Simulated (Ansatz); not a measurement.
## How far is this CdS from the hull?

Theory: Ansatz, DFT PBE, scalar-relativistic, plane waves, PAW. Settings: cutoff 420 eV, Γ-centred meshes spaced at most about 0.3 Å⁻¹ (2π included), Gaussian smearing. No spin polarisation.

Formation energies are uncorrected and refer to the elements' standard structures at the same level.

Temperature and zero-point effects are left out. The reference form of S is held partly by dispersion forces, which this level lacks.

The competitors are the elements and 1 reference phase of this chemical system (from databases or known types: CdS), relaxed at the same level; other known phases may be missing.

The candidate was reached from: 4-connected net, two elements alternating.

```
CELL_PARAMETERS angstrom
0.00000 3.78004 6.40969
1.93962 0.00000 6.40969
1.93962 3.78004 0.00000
ATOMIC_POSITIONS crystal
Cd 0.93240 0.93240 0.56760
Cd 0.68240 0.68240 0.31760
S 0.31760 0.31760 0.68240
S 0.56760 0.56760 0.93240
```

**Question.** Is it stable, and against what?

**Answer.** Not the lowest form: another structure of the same formula lies lower. Its formation energy is -0.541 eV/atom. The lowest competing phase at this composition is this:

```csv
phase,space group,source,share of atoms,ΔE_f (eV/atom)
CdS,P6_3mc (No. 186),COD,1.0000,-0.660
```

The candidate lies 119 meV/atom above this phase. The candidate matches no cell in the subsets of the Crystallography Open Database and the Materials Project at hand. It is metastable at best. Whether it is a true minimum wasn't tested by phonons.
